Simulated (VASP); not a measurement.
Write the native input for VASP 6.6.1 that does the following.

| Property | Result |
| --- | --- |
| Task | electrostatic potential |
| Functional | PBEsol |
| Potentials or basis | VASP PAW PBE potentials, release 64 (Ni, Si) |
| Cutoff | 520 eV |
| k mesh | 14 × 14 × 14 |
| Occupations | methfessel-paxton, width 0.1 eV |
| Spin | no spin polarisation |
| Further INCAR settings | ALGO = Normal; EDIFF = 1e-07 |

The structure of Si2Ni lies in POSCAR:

```
Si2Ni                                   
1.0
    0.0000000000      2.6963741309      2.6963741309
    2.6963741309      0.0000000000      2.6963741309
    2.6963741309      2.6963741309     -0.0000000000
  Ni              Si            
     1     2
Direct
     0.0000000000000000    0.0000000000000000    0.0000000000000000
     0.2500000000000000    0.2500000000000000    0.2500000000000000
     0.7500000000000000    0.7500000000000000    0.7500000000000000
```

The cell was built by a generator and needn't be a form met in nature.

These files were run (other wordings do the same):

INCAR

```
SYSTEM = Si2Ni
  ALGO = Normal
  EDIFF = 1E-7
  ENCUT = 520
  GGA = PS
  ISIF = 2
  ISMEAR = 1
  LASPH = .True.
  LCHARG = .True.
  LREAL = .False.
  LVHAR = .True.
  LWAVE = .False.
  NELM = 120
  PREC = Accurate
  SIGMA = 0.1
```

KPOINTS

```
k-points
0
Gamma
  14 14 14
  0 0 0
```

Potentials or basis: VASP PAW PBE potentials, release 64 (Ni, Si).

Command:

```bash
$ cat potpaw_PBE.64/Ni/POTCAR potpaw_PBE.64/Si/POTCAR > POTCAR
$ mpirun -np 1 vasp_std > vasp.out
```

Results of the run:

```json
{
  "Pressure": "0.0 GPa",
  "Band gap on the k mesh": "none (metal or under the smearing width)"
}
```

Caveat: the PAW data sets were made with another functional, which shifts forces and pressure a little.

Wall time 25 s on 1 thread of Intel(R) Xeon(R) 6975P-C (Granite Rapids), on a shared host, peak memory 0.19 GiB.
